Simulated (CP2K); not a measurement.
# V under changes of volume

One of the cells (13.891 Å³/atom); the others are scaled copies at fixed shape and fractional positions:

```
CELL_PARAMETERS angstrom
2.62293 0.00000 0.00000
-0.87431 2.47292 0.00000
-0.87431 -1.23646 2.14161
ATOMIC_POSITIONS crystal
V 0.00000 0.00000 0.00000
```

```yaml
Program: CP2K 2026.2
Functional: LDA
Potentials_or_basis: GTH_POTENTIALS V GTH-PADE-q13; TZVP-MOLOPT-PBE-GTH basis
Density_cutoff: 6123 eV
k_mesh: 12 × 12 × 12
Occupations: fermi-dirac, width 0.05 eV
Spin: collinear spin, ferromagnetic start
Starting_moments: "[2.0] μB"
```

```csv
volume (Å³/atom),energy over the lowest point (meV/atom),pressure (GPa)
13.058,0.00,-7.0
13.336,?,?
13.613,36.79,-13.9
13.891,63.46,-16.8
14.169,95.04,-19.5
14.447,131.08,-21.9
14.725,171.16,-24.1
```

Question: What does the run at 13.336 Å³/atom give?

Answer: Energy over the lowest point 15.47 meV/atom; pressure -10.6 GPa.

Worked out: A Birch-Murnaghan fit of order 3 (a polynomial in V^(-2/3)) to the other rows has no minimum within the range. It gives 15.51 meV/atom at 13.336 Å³/atom, against the run's 15.47, and -dE/dV = -10.7 GPa, against -10.6.

Energies are extrapolated to zero smearing.

Caveats: the basis of atomic orbitals isn't converged, which shifts pressures, moduli and gaps; the total moment is fixed, so each spin has its own Fermi level.
